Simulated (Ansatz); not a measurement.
## Boron (alpha-rhombohedral (B12)): adding exact exchange

Ansatz, plane waves with scalar-relativistic PAW, all at the PBE geometry (a = 4.899 Å, c = 12.545 Å (c/a = 2.561)) on a 3×3×3 mesh, smearing 0.1 eV.

```tsv
functional	gap on the mesh (eV)	rough cost against PBE
PBE0	2.82	9×
PBE	1.60	1×
HSE06	2.13	10×
```

A gap read on a coarse mesh may be too large.
